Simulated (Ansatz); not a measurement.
Theory: DFT, revPBE, plane waves (420 eV) with PAW, scalar-relativistic in Ansatz. The PAW files were generated under PBE, with cores re-solved for the functional.

An element in the hcp structure gives this curve. The cell is scaled uniformly from the relaxed one, with fractional coordinates and shape fixed. Energies are extrapolated to zero smearing, pressures are those at the given smearing. Magnetic state: spin not included.

| V (Å³/atom) | E − E₀ (meV/atom) | P (GPa) |
| --- | --- | --- |
| 16.702 | 192.5 | 30.07 |
| 17.461 | 79.8 | 18.17 |
| 18.220 | 18.6 | 8.34 |
| 18.979 | -0.1 | 0.21 |
| 19.738 | 16.4 | -6.49 |
| 20.498 | 62.0 | -12.01 |
| 21.257 | 131.3 | -16.54 |

(1) Which element is it?
A. germanium
B. aluminium
C. lithium
D. tantalum

Answers

(1) D. Its fit is V₀ = 18.98 Å³/atom, B₀ = 184 GPa, B₀′ = 3.8.
